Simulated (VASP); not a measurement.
# MoS2 in VASP: further runs

The runs below take MoS2 through single point, with PBEsol.

Everything below comes from runs of VASP 6.6.1. Logs are shortened: lines on timing, memory, paths and dates and some standing lists are left out, and cuts for length are marked.

### 1 The structure

The cell holds a slab with vacuum, 12 atoms: a = 3.141 Å, b = 3.141 Å, c = 33.748 Å, α = 90.00°, β = 90.00°, γ = 120.00°.

### 2 Single point, PBEsol

INCAR

```
SYSTEM = MoS2
PREC     = Accurate       ! precision mode
ENCUT    = 520            ! plane-wave cutoff, eV
EDIFF    = 1E-6           ! SCF threshold, eV
ISMEAR   = 0              ! smearing method
SIGMA    = 0.5            ! smearing width, eV
LREAL    = .False.        ! projectors in reciprocal space
LASPH    = .True.         ! aspherical terms in the spheres
NELM     = 100            ! most SCF steps
ALGO     = Normal         ! electronic algorithm
ISIF     = 2              ! what is computed and relaxed
LWAVE    = .False.        ! write WAVECAR
LCHARG   = .False.        ! write CHGCAR
GGA      = PS             ! functional
NBANDS   = 64             ! bands
```

KPOINTS

```
regular mesh
0
Gamma
  12 12 1
  0 0 0
```

POSCAR

```
MoS2
1.0
    3.1414000000      0.0000000000      0.0000000000
   -1.5707000000      2.7205400000      0.0000000000
    0.0000000000      0.0000000000     33.7480500000
Mo S
4 8
Direct
    0.6666700000      0.3333300000      0.9065300000
    0.6666700000      0.3333300000      0.2788500000
    0.3333300000      0.6666700000      0.7211500000
    0.3333300000      0.6666700000      0.0934700000
    0.3333300000      0.6666700000      0.9527300000
    0.3333300000      0.6666700000      0.3250100000
    0.6666700000      0.3333300000      0.7673500000
    0.6666700000      0.3333300000      0.1396600000
    0.3333300000      0.6666700000      0.8603400000
    0.3333300000      0.6666700000      0.2326500000
    0.6666700000      0.3333300000      0.6749900000
    0.6666700000      0.3333300000      0.0472700000
```

Potentials or basis: VASP PAW PBE potentials, release 64 (Mo_sv, S).

Command:

```sh
cat potpaw_PBE.64/Mo_sv/POTCAR potpaw_PBE.64/S/POTCAR > POTCAR
mpirun -np 1 vasp_std > vasp.out
```

OUTCAR:

```text
SYSTEM = MoS2
   PREC = Accurate
   ENCUT = 520
   EDIFF = 1E-6
   ISMEAR = 0
   LREAL = .False.
   LASPH = .True.
   NELM = 100
   ISIF = 2
   GGA = PS

 ion  position               nearest neighbor table
   1  0.667  0.333  0.907-   9 2.39   9 2.39   9 2.39   5 2.39   5 2.39   5 2.39
   2  0.667  0.333  0.279-   6 2.39   6 2.39   6 2.39  10 2.39  10 2.39  10 2.39
   3  0.333  0.667  0.721-  11 2.39  11 2.39  11 2.39   7 2.39   7 2.39   7 2.39
   4  0.333  0.667  0.093-   8 2.39   8 2.39   8 2.39  12 2.39  12 2.39  12 2.39
   5  0.333  0.667  0.953-   1 2.39   1 2.39   1 2.39
   6  0.333  0.667  0.325-   2 2.39   2 2.39   2 2.39
   7  0.667  0.333  0.767-   3 2.39   3 2.39   3 2.39
   8  0.667  0.333  0.140-   4 2.39   4 2.39   4 2.39
   9  0.333  0.667  0.860-   1 2.39   1 2.39   1 2.39
  10  0.333  0.667  0.233-   2 2.39   2 2.39   2 2.39
  11  0.667  0.333  0.675-   3 2.39   3 2.39   3 2.39
  12  0.667  0.333  0.047-   4 2.39   4 2.39   4 2.39

  LATTYP: Found a hexagonal cell.
 ALAT       =     3.1414000000
 C/A-ratio  =    10.7429967530

  Lattice vectors:

 A1 = (   3.1414000000,   0.0000000000,   0.0000000000)
 A2 = (  -1.5707000000,   2.7205400000,   0.0000000000)
 A3 = (   0.0000000000,   0.0000000000,  33.7480500000)

Analysis of symmetry for initial positions (statically):
=====================================================================
 Subroutine PRICEL returns:
 Original cell was already a primitive cell.

 Routine SETGRP: Setting up the symmetry group for a
 hexagonal supercell.

 Subroutine GETGRP returns: Found  4 space group operations
 (whereof  4 operations were pure point group operations)
 out of a pool of 24 trial point group operations.

The static configuration has the point symmetry C_2h.

Analysis of symmetry for dynamics (positions and initial velocities):
=====================================================================
 Subroutine PRICEL returns:
 Original cell was already a primitive cell.

 Routine SETGRP: Setting up the symmetry group for a
 hexagonal supercell.

 Subroutine GETGRP returns: Found  4 space group operations
 (whereof  4 operations were pure point group operations)
 out of a pool of 24 trial point group operations.

The dynamic configuration has the point symmetry C_2h.

 Subroutine INISYM returns: Found  4 space group operations
 (whereof  4 operations are pure point group operations),
 and found     1 'primitive' translations

[... 113 lines left out ...]
   NELM   =    100;   NELMIN=  2; NELMDL= -5     # of ELM steps
   EDIFF  = 0.1E-05   stopping-criterion for ELM
[... 8 lines left out ...]
   TEBEG  =    0.0;   TEEND  =   0.0 temperature during run
   PSTRESS=    0.0 pullay stress
   NELECT =     104.0000    total number of electrons
   NUPDOWN=      -1.0000    fix difference up-down
   EMIN   =  10.00;   EMAX   =-10.00  energy-range for DOS
   EFERMI =   0.00;   METHOD = LEGACY
   ISMEAR =     0;   SIGMA  =   0.50  broadening in eV -4-tet -1-fermi 0-gaus
   EFERMI_NEDOS =   21; number of points for ismear=-14 and -15
   IALGO  =     38    algorithm
   IMIX   =      4    mixing-type and parameters
     AMIX     =   0.40;   BMIX     =  1.00
     AMIX_MAG =   1.60;   BMIX_MAG =  1.00
  volume/ion in A,a.u.               =      24.04       162.20
  Fermi-wavevector in a.u.,A,eV,Ry     =   1.165226  2.201958 18.473341  1.357752
  Thomas-Fermi vector in A             =   2.301755
   LORBIT       =      0    0 simple, 1 ext, 2 COOP (PROOUT), +10 PAW based schemes
   GGA     = PS    functional components
   LHFCALC =     F    Hartree Fock is set to
   AEXX    =    0.0000 exact exchange contribution
   IVDW    =     0    specifies the selected vdW correction
   LEPSILON=     F    determine dielectric tensor
   LRPA    =     F    only Hartree local field effects (RPA)
 non-spin polarized calculation
 Gauss-broadening in eV      SIGMA  =   0.50
  energy-cutoff  :      520.00
  volume of cell :      288.42
 maximum number of plane-waves:      7816
   NGX = 11   NGY = 11   NGZ =125

 number of electron     103.9999996 magnetization

 Free energy of the ion-electron system (eV)
  ---------------------------------------------------
  ext. energy  EPLUGINS =         0.00000000
  ---------------------------------------------------
  free energy    TOTEN  =       -93.78595843 eV

  energy without entropy =      -93.76780339  energy(sigma->0) =      -93.77688091

 E-fermi :   4.4229     XC(G=0):  -8.3948

 val. band max:        3.9930132615   @ k =   0.0000   0.0000   0.0000
 cond. band min:       5.1104266517   @ k =  -0.1667   0.3333   0.0000
 fundamental gap:      1.1174133902
 Fermi energy:         4.4228513307

 k-point     1 :       0.0000    0.0000    0.0000
  band No.  band energies     occupation
      1     -57.2346      2.00000
      2     -57.2346      2.00000
      3     -57.2295      2.00000
      4     -57.2295      2.00000
      5     -31.4467      2.00000
      6     -31.4467      2.00000
[... 1597 lines left out ...]
     63       7.1937      0.00000
     64       7.3362      0.00000

 [... further k-points ...]
[... 5 lines left out ...]
  --------------------------------------------------------------------------------------
  -------------------------------------------------------------------------------------
  Total        0.0065560      0.0073595     -0.0325384      0.0006959     -0.0000063      0.0000108
  in kB        0.0364183      0.0408822     -0.1807508      0.0038657     -0.0000348      0.0000599
  external PRESSURE =      -0.0344834 kB  Pullay stress =       0.0000000 kB

 VOLUME and BASIS-vectors are now :
 -----------------------------------------------------------------------------
  energy-cutoff  :      520.00
  volume of cell :      288.42
      direct lattice vectors                 reciprocal lattice vectors
     3.141400000  0.000000000  0.000000000     0.318329407  0.183787042  0.000000000
    -1.570700000  2.720540000  0.000000000     0.000000000  0.367574085  0.000000000
     0.000000000  0.000000000 33.748050000     0.000000000  0.000000000  0.029631342

 POSITION                                       TOTAL-FORCE (eV/Angst)
 -----------------------------------------------------------------------------------
      1.57072      0.90684     30.59362        -0.000645      0.000372      0.008603
      1.57072      0.90684      9.41064        -0.000648      0.000374      0.001416
     -0.00002      1.81370     24.33741         0.000648     -0.000374     -0.001416
     -0.00002      1.81370      3.15443         0.000645     -0.000372     -0.008603
     -0.00002      1.81370     32.15278         0.000322     -0.000186      0.001825
     -0.00002      1.81370     10.96845         0.000325     -0.000188      0.003450
      1.57072      0.90684     25.89657        -0.000322      0.000186     -0.001055
      1.57072      0.90684      4.71325        -0.000322      0.000186      0.001144
     -0.00002      1.81370     29.03480         0.000322     -0.000186     -0.001144
     -0.00002      1.81370      7.85148         0.000322     -0.000186      0.001055
      1.57072      0.90684     22.77960        -0.000325      0.000188     -0.003450
      1.57072      0.90684      1.59527        -0.000322      0.000186     -0.001825
 -----------------------------------------------------------------------------------
    total drift:                                0.000000      0.000000      0.000000

  FREE ENERGIE OF THE ION-ELECTRON SYSTEM (eV)
  ---------------------------------------------------
  free  energy   TOTEN  =       -93.7859584268 eV

  energy  without entropy=      -93.7678033867  energy(sigma->0) =      -93.77688091
```

stdout:

```text
POSCAR found type information on POSCAR MoS
 POSCAR found :  2 types and      12 ions
 scaLAPACK will be used
 -----------------------------------------------------------------------------
|                                                                             |
|                                                                             |
|     You enforced a specific xc type in the INCAR file but a different       |
|     I HOPE YOU KNOW WHAT YOU ARE DOING!                                     |
|                                                                             |
 -----------------------------------------------------------------------------

 LDA part: xc-table for (Slater+PW92), standard interpolation
 POSCAR, INCAR and KPOINTS ok, starting setup
 FFT: planning ... GRIDC
 FFT: planning ... GRID_SOFT
 FFT: planning ... GRID
 WAVECAR not read
 entering main loop
```

It took 12 min on 1 thread of AMD EPYC 9R45 (Zen 5), shared host; peak memory 0.71 GiB.

What came out:

| Quantity | Value |
| --- | --- |
| Free energy | -93.7860 eV |
| Largest force | 0.009 eV/Å |
| Band gap on the k mesh | 1.12 eV, indirect (least direct gap 1.76 eV) |

Forces on the atoms (eV/Å):
```
Mo  -0.001  0.000  0.009
Mo  -0.001  0.000  0.001
Mo   0.001  0.000 -0.001
Mo   0.001  0.000 -0.009
S    0.000  0.000  0.002
S    0.000  0.000  0.003
S    0.000  0.000 -0.001
S    0.000  0.000  0.001
S    0.000  0.000 -0.001
S    0.000  0.000  0.001
S    0.000  0.000 -0.003
S    0.000  0.000 -0.002
```

Caveat: the PAW data sets were made with another functional, which shifts forces and pressure a little.

### 3 Single point, PBEsol

INCAR: that of step 2 with these lines changed.

```diff
@@ -2,6 +2,6 @@
 PREC     = Accurate       ! precision mode
-ENCUT    = 520            ! plane-wave cutoff, eV
+ENCUT    = 900            ! plane-wave cutoff, eV
 EDIFF    = 1E-6           ! SCF threshold, eV
 ISMEAR   = 0              ! smearing method
-SIGMA    = 0.5            ! smearing width, eV
+SIGMA    = 0.02           ! smearing width, eV
 LREAL    = .False.        ! projectors in reciprocal space
```

KPOINTS is that of step 2.

POSCAR is that of step 2.

Potentials or basis: VASP PAW PBE potentials, release 64 (Mo_sv, S_h).

Command:

```sh
cat potpaw_PBE.64/Mo_sv/POTCAR potpaw_PBE.64/S_h/POTCAR > POTCAR
mpirun -np 1 vasp_std > vasp.out
```

It took 28 min on 1 thread of AMD EPYC 9R45 (Zen 5), shared host; peak memory 1.5 GiB.

The run converged. Its results:

```
Free energy            : -93.7343 eV
Largest force          : 0.020 eV/Å
Band gap on the k mesh : 1.11 eV, indirect (least direct gap 1.76 eV)
```

Forces on the atoms (eV/Å):
```
Mo  -0.001  0.000  0.009
Mo  -0.001  0.000  0.004
Mo   0.001  0.000 -0.004
Mo   0.001  0.000 -0.009
S    0.000  0.000  0.018
S    0.000  0.000  0.020
S    0.000  0.000  0.017
S    0.000  0.000  0.018
S    0.000  0.000 -0.018
S    0.000  0.000 -0.017
S    0.000  0.000 -0.020
S    0.000  0.000 -0.018
```

Levels at points of the mesh, in eV from the valence-band top:
```csv
k point,band 50,band 51,band 52,band 53,band 54,band 55
"(0.00, 0.00, 0.00)",-0.51,-0.17,0.00,2.34,2.35,2.35
"(0.50, 0.00, 0.00)",-1.22,-1.19,-1.18,1.86,1.87,1.88
"(0.50, 0.50, 0.00)",-1.22,-1.19,-1.18,1.86,1.87,1.88
```

Caveat: the PAW data sets were made with another functional, which shifts forces and pressure a little. A hybrid or GW would open this gap; PBEsol tends to underestimate it.
